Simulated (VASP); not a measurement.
Write the native input for VASP 6.6.1 that does the following.

```
Task                               : single point
Functional                         : HSE06
Potentials or basis                : VASP PAW PBE potentials, release 64 (Pb_d, S)
Cutoff                             : 520 eV
k mesh                             : 4 × 4 × 4
Occupations                        : methfessel-paxton, width 0.001 eV
Spin                               : no spin polarisation
Dipole correction                  : no
Exchange at q = 0                  : truncated
Grid for exact exchange (PRECFOCK) : Normal
Screening parameter                : 0.2079 1/A
Further INCAR settings             : ALGO = Normal; EDIFF = 1e-06; NBANDS = 17
```

The system is PbS.

```xyz
2
Lattice="3.6351 0.0000 0.0000 0.0000 3.6351 0.0000 0.0000 0.0000 3.6351" Properties=species:S:1:pos:R:3 pbc="T T T"
Pb    0.0000    0.0000    0.0000
S     1.8176    1.8176    1.8176
```

The cell was built by a generator and needn't be a form met in nature.

These files were run (other wordings do the same):

POSCAR

```
PbS
1.0
    3.6351320337      0.0000000000      0.0000000000
    0.0000000000      3.6351320337      0.0000000000
    0.0000000000      0.0000000000      3.6351320337
Pb S
1 1
Direct
    0.0000000000      0.0000000000      0.0000000000
    0.5000000000      0.5000000000      0.5000000000
```

INCAR.step1

```
SYSTEM = PbS
ALGO = Normal ; EDIFF = 1E-5
ENCUT = 520 ; GGA = PE
ISIF = 2 ; ISMEAR = 1
LASPH = .TRUE. ; LCHARG = .FALSE.
LREAL = .FALSE. ; LWAVE = .TRUE.
NBANDS = 17 ; NELM = 100
PREC = Accurate ; SIGMA = 0.001
```

INCAR.step2

```
SYSTEM = PbS
ALGO = Normal ; EDIFF = 1E-6
ENCUT = 520 ; GGA = PE
HFSCREEN = 0.2079 ; ISIF = 2
ISMEAR = 1 ; ISTART = 1
LASPH = .TRUE. ; LCHARG = .FALSE.
LHFCALC = .TRUE. ; LREAL = .FALSE.
LWAVE = .FALSE. ; NBANDS = 17
NELM = 100 ; PREC = Accurate
PRECFOCK = Normal ; SIGMA = 0.001
```

KPOINTS

```
k-points
0
G
  4 4 4
  0 0 0
```

Potentials or basis: VASP PAW PBE potentials, release 64 (Pb_d, S).

Launch:

```sh
$ cat potpaw_PBE.64/Pb_d/POTCAR potpaw_PBE.64/S/POTCAR > POTCAR
$ cp INCAR.step1 INCAR
$ mpirun -np 1 vasp_std > vasp.out
$ cp INCAR.step2 INCAR
$ mpirun -np 1 vasp_std > vasp.out
```

Results of the run:

| Item | Value |
| --- | --- |
| Pressure | -1.8 GPa |
| Band gap on the k mesh | none (metal or under the smearing width) |

Caveat: the k mesh is coarse (spacing up to 0.43 Å⁻¹), so the values aren't converged, least of all with exact exchange; the PAW data sets were made with another functional, which shifts forces and pressure a little.

Run time: 9.9 min on 1 thread of Intel(R) Xeon(R) Platinum 8488C (Sapphire Rapids), on a shared host, peak memory 0.27 GiB.
